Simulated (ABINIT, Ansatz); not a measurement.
**Quasiparticle gap of F (C2/c) in ABINIT**

Wanted: ground state, empty states, screening and self-energy for F (C2/c).

Method: LDA and many-body steps on it, plane waves, in ABINIT 10.8.3.

### Step 1. Starting point

The structure is monoclinic, space group C2/c (No. 15). The conventional cell has a = 5.113 Å, b = 3.168 Å, c = 6.622 Å, α = 90.00°, β = 94.87°, γ = 90.00°. Nearest to F lie 1 F at 1.41 Å.

The cell and positions are those that the Materials Project relaxed with its own functionals (PBE, PBE+U or r2SCAN), kept fixed.

### Step 2. Ground state

This step: ABINIT 10.8.3; DFT, LDA, plane waves, norm-conserving pseudopotentials.

The ground-state density comes first.

Input file run.abi:

```
acell 3*1.0 Angstrom
rprim 
  2.556322424600 -1.584027248600 -0.000000000000
  2.556322424600 1.584027248600 -0.000000000000
  -0.562110604000 -0.000000000000 6.597708898900
ntypat 1
znucl 9
natom 4
typat 1 1 1 1
xred 
  0.595832880000 0.915335970000 0.597955500000
  0.084664030000 0.404167120000 0.902044500000
  0.404167120000 0.084664030000 0.402044500000
  0.915335970000 0.595832880000 0.097955500000
pp_dirpath "pseudos"
pseudos "F.upf"
ecut 36
ngkpt 8 8 4
nshiftk 1
shiftk 0 0 0
kptopt 1
chksymbreak 0
nband 20
occopt 1
tolvrs 1e-10
nstep 60
prtwf 0
optforces 0
optstress 0
indata_prefix "in"
outdata_prefix "out"
tmpdata_prefix "tmp"
```

Run with:

```bash
$ OMP_NUM_THREADS=1 mpirun -n 4 abinit run.abi > log
```

Numbers of over 12 decimals in the logs are rounded to 6 here.

What it wrote:

```text
.Version 10.8.3 of ABINIT. v10.8.2 released Aug 2026.

 Symmetries : space group C2/c (# 15); Bravais mC (1-face-center monocl.)
================================================================================
 Values of the parameters that define the memory need of the present run
     intxc =       0    ionmov =       0      iscf =       7    lmnmax =       5
     lnmax =       5     mgfft =      72  mpssoang =       3    mqgrid =    3368
     natom =       4  nloc_mem =       1    nspden =       1   nspinor =       1
    nsppol =       1      nsym =       4    n1xccc =    2501    ntypat =       1
    occopt =       1   xclevel =       1
-    mband =          20        mffmem =           1         mkmem =          20
       mpw =        3736          nfft =       73728          nkpt =          78
================================================================================
  Rough estimation (10% accuracy) of disk space for files :
================================================================================

--------------------------------------------------------------------------------
------------- Echo of variables that govern the present computation ------------
--------------------------------------------------------------------------------
 -outvars: echo values of preprocessed input variables --------
            acell      1.8897261259E+00  1.8897261259E+00  1.8897261259E+00 Bohr

      chksymbreak           0
             ecut      3.60000000E+01 Hartree
-          fftalg         312

              ixc       -1012
              kpt      0.00000000E+00  0.00000000E+00  0.00000000E+00
                       1.25000000E-01  0.00000000E+00  0.00000000E+00
                       2.50000000E-01  0.00000000E+00  0.00000000E+00
                       3.75000000E-01  0.00000000E+00  0.00000000E+00
                       5.00000000E-01  0.00000000E+00  0.00000000E+00
                       1.25000000E-01  1.25000000E-01  0.00000000E+00
                       2.50000000E-01  1.25000000E-01  0.00000000E+00
                       3.75000000E-01  1.25000000E-01  0.00000000E+00
                       5.00000000E-01  1.25000000E-01  0.00000000E+00
   [... 39 further rows ...]
                      -3.75000000E-01  5.00000000E-01  2.50000000E-01
                      -2.50000000E-01  5.00000000E-01  2.50000000E-01
                       outvar_i_n : Printing only first  50 k-points.
         kptrlatt        8    0    0      0    8    0      0    0    4
          kptrlen      4.54639715E+01
P           mkmem          20
            natom           4
            nband          20
            ngfft          32      32      72
             nkpt          78
            nstep          60
             nsym           4
           ntypat           1
              occ      2.000000  2.000000  2.000000  2.000000  2.000000  2.000000
                       2.000000  2.000000  2.000000  2.000000  2.000000  2.000000
                       2.000000  2.000000  0.000000  0.000000  0.000000  0.000000
                       0.000000  0.000000
        optforces           0
        optstress           0
            prtwf           0
            rprim      2.5563224246E+00 -1.5840272486E+00 -0.0000000000E+00
[...]
spgroup          15

           tolvrs      1.00000000E-10

             xred      5.9583288000E-01  9.1533597000E-01  5.9795550000E-01
[...]
znucl        9.00000

================================================================================

 chkinp: Checking input parameters for consistency.

================================================================================
== DATASET  1 ==================================================================
-   mpi_nproc: 4, omp_nthreads: 1 (-1 if OMP is not activated)

--- !DatasetInfo
iteration_state: {dtset: 1, }
dimensions: {natom: 4, nkpt: 78, mband: 20, nsppol: 1, nspinor: 1, nspden: 1, mpw: 3736, }
cutoff_energies: {ecut:  36.0, pawecutdg:  -1.0, }
electrons: {nelect:   2.80000000E+01, charge:   0.00000000E+00, occopt:   1.00000000E+00, tsmear:   1.00000000E-02, }

 Real(R)+Recip(G) space primitive vectors, cartesian coordinates (Bohr,Bohr^-1):
 R(1)=  4.8307493 -2.9933777  0.0000000  G(1)=  0.1035036 -0.1670354  0.0088183
 R(2)=  4.8307493  2.9933777  0.0000000  G(2)=  0.1035036  0.1670354  0.0088183
 R(3)= -1.0622351  0.0000000 12.4678629  G(3)=  0.0000000  0.0000000  0.0802062
 Unit cell volume ucvol=  3.6057700E+02 bohr^3
 Angles (23,13,12)=  9.41380476E+01  9.41380476E+01  6.35689171E+01 degrees

 getcut: wavevector=  0.0000  0.0000  0.0000  ngfft=  32  32  72
         ecut(hartree)=     36.000   => boxcut(ratio)=   2.08502

--- Pseudopotential description ------------------------------------------------
- F Generated using ONCVPSP code by D. R. Hamann
-  9.00000   7.00000  201202                  znucl, zion, pspdat
12 -1012 2 -1 824                             pspcod,pspxc,lmax,lloc,mmax
     nproj     2     2     1
  pspatm : epsatm=    4.94580260
         --- l  ekb(1:nproj) -->
[...]
2   -2.364936
 pspatm: atomic psp has been read  and splines computed

   5.53929891E+02                                ecore*ucvol(ha*bohr**3)
--------------------------------------------------------------------------------

_setup2: Arith. and geom. avg. npw (full set) are    3720.379    3720.367

================================================================================

--- !BeginCycle
iteration_state: {dtset: 1, }
solver: {iscf: 7, nstep: 60, nline: 4, wfoptalg: 0, }
tolerances: {tolvrs: 1.00E-10, }

     iter   Etot(hartree)      deltaE(h)  residm     vres2
 ETOT  1  -97.822028954315    -9.782E+01 2.244E-01 6.313E+01
 ETOT  2  -97.929085402597    -1.071E-01 1.926E-02 6.884E+00
 ETOT  3  -97.931469121847    -2.384E-03 2.413E-03 1.969E-01
 ETOT  4  -97.931570843748    -1.017E-04 5.470E-04 2.076E-02
 ETOT  5  -97.931575884545    -5.041E-06 3.552E-04 2.455E-03
 ETOT  6  -97.931576436761    -5.522E-07 5.872E-04 1.768E-05
 ETOT  7  -97.931576437450    -6.888E-10 1.033E-04 1.147E-06
 ETOT  8  -97.931576437570    -1.198E-10 1.429E-04 1.937E-08
 ETOT  9  -97.931576437574    -4.263E-12 1.394E-04 6.694E-10
 ETOT 10  -97.931576437575    -1.094E-12 8.428E-05 2.940E-11

 At SCF step   10       vres2   =  2.94E-11 < tolvrs=  1.00E-10 =>converged.

--- !ResultsGS
iteration_state: {dtset: 1, }
comment   : Summary of ground state results
lattice_vectors:
- [  4.8307493,  -2.9933777,  -0.0000000, ]
- [  4.8307493,   2.9933777,  -0.0000000, ]
- [ -1.0622351,  -0.0000000,  12.4678629, ]
lattice_lengths: [   5.68300,    5.68300,   12.51303, ]
lattice_angles: [ 94.138,  94.138,  63.569, ] # degrees, (23, 13, 12)
lattice_volume:   3.6057700E+02
convergence: {deltae: -1.094E-12, res2:  2.940E-11, residm:  8.428E-05, diffor:  0.000E+00, }
etotal    :  -9.79315764E+01
entropy   :   0.00000000E+00
fermie    :  -1.49948339E-01
cartesian_stress_tensor: null
pressure_GPa: null
xred      :
- [  5.9583E-01,   9.1534E-01,   5.9796E-01,  F]
- [  8.4664E-02,   4.0417E-01,   9.0204E-01,  F]
- [  4.0417E-01,   8.4664E-02,   4.0204E-01,  F]
- [  9.1534E-01,   5.9583E-01,   9.7956E-02,  F]
cartesian_forces: null
force_length_stats: {min: null, max: null, mean: null, }

 Integrated electronic density in atomic spheres:
 ------------------------------------------------
 Atom  Sphere_radius  Integrated_density
[...]
4        2.00000          7.04400684
================================================================================

 ----iterations are completed or convergence reached----

 Mean square residual over all n,k,spin=   86.135E-09; max=  84.281E-06
 reduced coordinates (array xred) for    4 atoms
       0.595832880000      0.915335970000      0.597955500000
       0.084664030000      0.404167120000      0.902044500000
       0.404167120000      0.084664030000      0.402044500000
       0.915335970000      0.595832880000      0.097955500000
 rms dE/dt=  0.0000E+00; max dE/dt=  0.0000E+00; dE/dt below (all hartree)
    1       0.000000000000      0.000000000000      0.000000000000
    2       0.000000000000      0.000000000000      0.000000000000
    3       0.000000000000      0.000000000000      0.000000000000
    4       0.000000000000      0.000000000000      0.000000000000

 cartesian coordinates (angstrom) at end:
    1      3.526918     0.506102     3.945136
    2      0.742561     0.506102     5.951427
    3      1.023617    -0.506102     2.652573
    4      3.807973    -0.506102     0.646282
 length scales=  1.889726125908  1.889726125908  1.889726125908 bohr
              =  1.000000000000  1.000000000000  1.000000000000 angstroms
 prteigrs : about to open file out_EIG
 Fermi (or HOMO) energy (hartree) =  -0.14995   Average Vxc (hartree)=  -0.34104
 Eigenvalues (hartree) for nkpt=  78  k points:
 kpt#   1, nband= 20, wtk=  0.00391, kpt=  0.0000  0.0000  0.0000 (reduced coord)
  -1.06597   -1.05857   -0.83439   -0.81244   -0.41400   -0.37132   -0.27287   -0.26985
  -0.26577   -0.26390   -0.16903   -0.15694   -0.15211   -0.14995   -0.06366   -0.02238
   0.19401    0.28246    0.32920    0.54936
 prteigrs : prtvol=0 or 1, do not print more k-points.

--- !EnergyTerms
iteration_state     : {dtset: 1, }
comment             : Components of total free energy in Hartree
kinetic             :  6.29129754859653E+01
hartree             :  3.30441132535293E+01
xc                  : -2.10930659941381E+01
Ewald energy        : -5.65055498526903E+01
psp_core            :  1.53623188785579E+00
local_psp           : -1.07836063315728E+02
non_local_psp       : -9.99021790236967E+00
total_energy        : -9.79315764375753E+01
total_energy_eV     : -2.66485395212067E+03
band_energy         : -1.27041971888547E+01

== END DATASET(S) ==============================================================
================================================================================

 -outvars: echo values of variables after computation  --------
           etotal     -9.7931576438E+01
            nband          20
             nkpt          78
          spgroup          15
 [... the other variables as echoed above ...]

 Calculation completed.
```

It took 37 s on 4 MPI ranks of Arm Neoverse V1, shared host; peak memory 0.38 GiB.

Numbers from this step:

```yaml
total_energy: -2664.8540 eV
gap: 2.348 eV
k_of_the_valence_top: 0, 0, 0
k_of_the_conduction_bottom: 0, 0, 0
least_direct_gap: 2.348 eV
```

The gap is direct, at Γ.

(Part 1 of 3 ends here.)

[Paths, hosts, dates, memory and timing lines, banners, echoed tables and standing remarks are left out of the program output.]

[Logs are printed without paths, hosts, clocks, repeated set-up lines and the standing remarks that a program may print on its own settings, such as how far it seeks lower states.]

[Runs of the session that timed out or met a known fault of the program may be left out.]

[Hosts, paths, dates, database ids (printed as entryN), source tags and the programs' standing remarks are cut or masked in the printed files.]

[G0W0 gaps are taken among the corrected bands and points alone; a level outside them can change the order at an edge.]

[Where Ansatz stands beside ABINIT at settings called matched, ABINIT's density can come from a denser mesh and the files from another edition; pairs whose starting gaps differed by over 0.03 eV were left out, so agreement reads better than it is.]
